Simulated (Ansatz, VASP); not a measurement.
# Cross-check of MoS2 (2H-MoS2, 1 layer) between VASP and Ansatz, part 2 of 2

Wanted: the spread between two codes on one cell, functional and k mesh. Of the first pair: The structure shown is the start of the Ansatz relaxation below; VASP solves that cell, so the two are compared at the walk's first step.

VASP 6.6.1 and Ansatz 0.2.0.

So far: Starting point; Ansatz: relaxation, PBE; VASP: single point, PBE, start cell, pair 1.

## (4) Differences

Known differences besides the potentials themselves: the cutoff is 420 eV in Ansatz and 400 eV in VASP. Total energies have different zeros and are not compared.

Forces (eV/Å; atoms numbered as in POSCAR):

| atom | Ansatz x, y, z | VASP x, y, z |
| --- | --- | --- |
| S1 | 0.000, 0.000, 1.139 | 0.000, 0.000, 1.143 |
| S2 | 0.000, 0.000, -1.139 | 0.000, 0.000, -1.143 |
| Mo3 | 0.000, 0.000, 0.000 | 0.000, 0.000, 0.000 |

The forces differ by 2.0 meV/Å r.m.s., which is 0.4 % of the r.m.s. force of 0.539 eV/Å (both taken over all components). With vacuum in the cell, a pressure given here is an average over mostly empty space and none of the material.

## (5) Ansatz: relaxation, PBE

This run makes the geometry at which the two programs are then compared.

The structure compared here is the end of the Ansatz relaxation.

Input file input.yaml:

```yaml
crystal:
  lattice:
    - [3.18, 0.0, 0.0]
    - [-1.59, 2.753960784, 0.0]
    - [0.0, 0.0, 20.262597738]
  atoms:
    - { symbol: S, position: [0.3333333333, 0.6666666667, 0.419492116] }
    - { symbol: Mo, position: [0.0, 0.0, 0.5] }
    - { symbol: S, position: [0.3333333333, 0.6666666667, 0.580507884] }
kpoints:
  mp_grid: { grid: [12, 12, 1] }
hamiltonian:
  xc: pbe
scf:
  occupations: { method: fermi_dirac, width: 0.05 }
  convergence: { dr2_threshold: 1.0e-08 }
efield:
  axis: 3
  dipole_correction: true
  ramp_position: 0.97
  ramp_width: 0.04
relax:
  f_tol: 0.01
  cell: { fix: [c, alpha, beta] }
output:
  write_potential: true
  write_density: true
  volumetric_format: npy
```

On the command line:

```sh
> ansatz run input.yaml --threads 4 --pin off --max-ram 8192MiB --backend cpu --events-out ev --progress --plain --runs-dir out
```

Numbers of over 12 decimals in the logs are rounded to 6 here.

Output:

```text
[...]
Crystal: 3 atoms, lattice volume = 177.452 Å³
Basis set: ecut = 420 eV, 3499 PW (Γ), exchange–correlation on 48×48×288 points (8 copies of the dense FFT grid, shifted against one another)
[...]
cell:  # Å, volume = 177.9941 Å³
    - [3.184856, 0, 0]
    - [-1.592428, 2.758167, 0]
    - [0, 0, 20.262597738]
  atoms:
    - { symbol: S, position: [0.333333, 0.666667, 0.422864] }
    - { symbol: Mo, position: [0, -2.878355989888597e-17, 0.500000] }
    - { symbol: S, position: [0.333333, 0.666667, 0.577136] }
[key lines of the parts left out:]
SCF converged after 5 iterations
Free energy (F): -6762.816013 eV
Fermi energy:    -0.222144 eV
Dipole field:    D = 0.000011 V/Å  (p = 0.000011 e·Å, saw-weighted, corrected)
Work function:   Φ+ = 5.0921 eV   Φ− = 5.0924 eV
P = ⅓ Tr σ = -0.0134 GPa (-0.134 kbar)
```

## (6) VASP: single point, PBE, relaxed cell, pair 2

The same cell, functional, mesh and smearing now go to VASP, with its own data sets.

Input file INCAR:

```
SYSTEM = MoS2
PREC = Accurate
ENCUT = 500
EDIFF = 1E-06
NELM = 120
ISMEAR = -1
SIGMA = 0.05
LREAL = .FALSE.
ALGO = Normal
GGA = PE
NBANDS = 19
LASPH = .TRUE.
LORBIT = 11
LWAVE = .FALSE.
LCHARG = .FALSE.
ISIF = 2
LDIPOL = .TRUE.
IDIPOL = 3
DIPOL = 0.5 0.5 0.5
LVHAR = .TRUE.
GGA_COMPAT = .FALSE.
EFERMI = MIDGAP
NELMDL = -8
```

Input file POSCAR:

```
MoS2
1.0
    3.1848564828      0.0000000000      0.0000000000
   -1.5924282414      2.7581666215      0.0000000000
    0.0000000000      0.0000000000     20.2625977380
S Mo
2 1
Direct
    0.3333333333      0.6666666667      0.4228640508
    0.3333333333      0.6666666667      0.5771359436
    0.0000000000      0.0000000000      0.4999999972
```

Input file KPOINTS:

```
Automatic mesh
0
Gamma
12 12 1
0 0 0
```

The projector-augmented-wave data sets are S and Mo_sv (PBE family, release 64).

On the command line:

```sh
> mpirun -np 1 vasp_std
```

Output:

```text
[... set-up lines as in an earlier step ...]
 entering main loop
       N       E                     dE             d eps       ncg     rms          rms(c)
DAV:   1     0.156978528004E+03    0.15698E+03   -0.13275E+04   954   0.105E+03
DAV:   2    -0.121813738112E+02   -0.16916E+03   -0.16626E+03  1001   0.239E+02
DAV:   3    -0.232011006691E+02   -0.11020E+02   -0.10939E+02   928   0.565E+01
DAV:   4    -0.233761544977E+02   -0.17505E+00   -0.17446E+00   950   0.746E+00
[...]
DAV:  24    -0.218525371874E+02   -0.39584E-05   -0.11895E-07   638   0.884E-04    0.389E-04
DAV:  25    -0.218525382533E+02   -0.10659E-05   -0.22723E-08   517   0.540E-04    0.113E-04
DAV:  26    -0.218525384740E+02   -0.22062E-06   -0.60221E-09   463   0.240E-04
   1 F= -.21852538E+02 E0= -.21852538E+02  d E =-.474246E-08
```

From OUTCAR (step 6):

```text
  Total       -0.0474569     -0.0474569     -0.0790033      0.0000000      0.0000000      0.0000000
  in kB       -0.4271740     -0.4271740     -0.7111323      0.0000000      0.0000000      0.0000000
  external PRESSURE =      -0.5218268 kB  Pullay stress =       0.0000000 kB

 POSITION                                       TOTAL-FORCE (eV/Angst)
 -----------------------------------------------------------------------------------
     -0.00000      1.83878      8.56832         0.000000     -0.000000      0.017631
     -0.00000      1.83878     11.69427        -0.000000      0.000000     -0.017631
      0.00000      0.00000     10.13130         0.000000      0.000000      0.000000
 -----------------------------------------------------------------------------------
    total drift:                                0.000000     -0.000000      0.000303

  FREE ENERGIE OF THE ION-ELECTRON SYSTEM (eV)
  ---------------------------------------------------
  free  energy   TOTEN  =       -21.8525384740 eV

  energy  without entropy=      -21.8525384692  energy(sigma->0) =      -21.85253847

[... 1 part as in an earlier step ...]

[... 2 further parts left out ...]
[key lines of the parts left out:]
E-fermi :  -1.2279
```

## (7) Comparison

What differs besides the data sets and the points named for the pairs above, as far as they apply: the cutoff is 420 eV in Ansatz and 500 eV in VASP; Ansatz's pressure holds a Pulay correction, VASP's none. Total energies have different zeros and are not compared.

The two programs side by side:

| quantity | Ansatz | VASP | difference |
| --- | --- | --- | --- |
| pressure (GPa) | -0.01 | -0.05 | +0.04 |
| gap on the k mesh (eV) | 1.657 | 1.669 | -0.012 |

At this near-relaxed geometry the largest component of a force difference is 11 meV/Å. A gap on the mesh is an upper bound, since the band edges may lie between its points. With vacuum in the cell, a pressure given here is an average over mostly empty space and none of the material.

## (8) Outcome

| Property | Result |
| --- | --- |
| r.m.s. force difference (single point, PBE, start cell, pair 1) | 0.37 % of the r.m.s. force |
| difference in gap on the k mesh (single point, PBE, relaxed cell, pair 2) | -0.012 eV |

In words: The difference in gap on the k mesh is -0.012 eV (single point, PBE, relaxed cell, pair 2), within the 0.08 eV picked in this series as the mark of a large difference. How closely two codes agree says nothing of how well the functional describes the real material.

[Lines on the potential files, build, host, timing and source positions are cut from VASP's logs without a mark.]

[Logs are printed without paths, hosts, clocks, repeated set-up lines and the standing remarks that a program may print on its own settings, such as how far it seeks lower states.]

[Hosts, paths, dates, database ids (printed as entryN), source tags and the programs' standing remarks are cut or masked in the printed files.]
